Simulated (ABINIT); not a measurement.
Crystal: KI.

```
CELL_PARAMETERS angstrom
0.00000 3.53277 3.53277
3.53277 0.00000 3.53277
3.53277 3.53277 0.00000
ATOMIC_POSITIONS crystal
I 0.50000 0.50000 0.50000
K 0.00000 0.00000 0.00000
```

Base run:

```yaml
Program: ABINIT 10.8.3 (patched build)
Functional: r2SCAN
Potentials_or_basis: JTH PAW PBE v2.0
Cutoff: 517 eV
k_mesh: 7 × 7 × 7
Occupations: fermi-dirac, width 0.05 eV
Spin: no spin polarisation
```

Its results: band gap on the k mesh 4.61 eV, direct.

Task: The run is repeated on the same cell with these changes: functional from r2SCAN to PBE; cutoff from 517 eV to 435 eV; fine-grid cutoff from 1034.03 eV to 870.764 eV. What comes out?

Result: Band gap on the k mesh 3.96 eV, direct.

Caveats: spin-orbit coupling is left out, which moves the levels of the heavy elements.

Not every run made on this cell is shown here.
